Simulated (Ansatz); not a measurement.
**Convergence of Hf₂S with the occupation rule**

The calculation used DFT r2SCAN, scalar-relativistic, plane waves, PAW in Ansatz.

```
Hf S
1.0
     3.37427    0.00000    0.00000
    -1.68714    2.92221    0.00000
     0.00000    0.00000   11.71741
Hf S
4 2
Direct
  0.66667 0.33333 0.89981
  0.33333 0.66667 0.39981
  0.66667 0.33333 0.60019
  0.33333 0.66667 0.10019
  0.00000 0.00000 0.75000
  0.00000 0.00000 0.25000
```

```json
{
 "plane-wave cutoff": "500 eV",
 "Γ-centred k-mesh": "12×12×4",
 "spin treatment": "unpolarised"
}
```

The atoms are held and the occupation rule is swept. Energies are extrapolated to zero smearing and count from the reference run, 12×12×4 Γ-centred mesh, Gaussian smearing 0.1 eV. The cell isn't necessarily relaxed at this level. Spin–orbit coupling is left out. Pressure is positive in compression.

```tsv
rule, width (eV)	ΔE (meV/atom)	ΔF, free energy (meV/atom)	P (GPa)	largest change of a force component (eV/Å)
Gaussian 0.1	0.00	0.00	0.89	0.000
Gaussian 0.05	?	?	?	?
Gaussian 0.5	-0.31	-22.7	1.08	0.039
Fermi–Dirac 0.02	?	?	?	?
Fermi–Dirac 0.05	-0.05	-0.67	0.90	0.000
Fermi–Dirac 0.2	0.74	-24.9	1.10	0.040
Fermi–Dirac 0.5	?	?	?	?
Methfessel–Paxton 0.01	0.31	1.42	0.87	0.033
cold 0.02	0.31	1.40	0.88	0.019
cold 0.05	0.23	1.26	0.88	0.013
cold 0.3	?	?	?	?
cold 0.5	-6.06	-3.07	1.01	0.088
tetrahedron	-0.15	0.97	0.87	0.019
```

**Question.** Fill in the withheld rows.

**Answer.** The withheld rows:

```
rule, width (eV)  ΔE (meV/atom)  ΔF, free energy (meV/atom) P (GPa) largest change of a force component (eV/Å)
   Gaussian 0.05           0.15                        0.91     0.88                                       0.004
Fermi–Dirac 0.02           0.16                        0.91     0.88                                       0.004
 Fermi–Dirac 0.5           32.3                        -202     2.18                                       0.393
        cold 0.3          -0.89                       -1.30     0.91                                       0.024
```

Cost: 13 runs of about 7.8 core-minutes in all, on Intel Xeon Platinum 8488C (Sapphire Rapids) (shared hosts).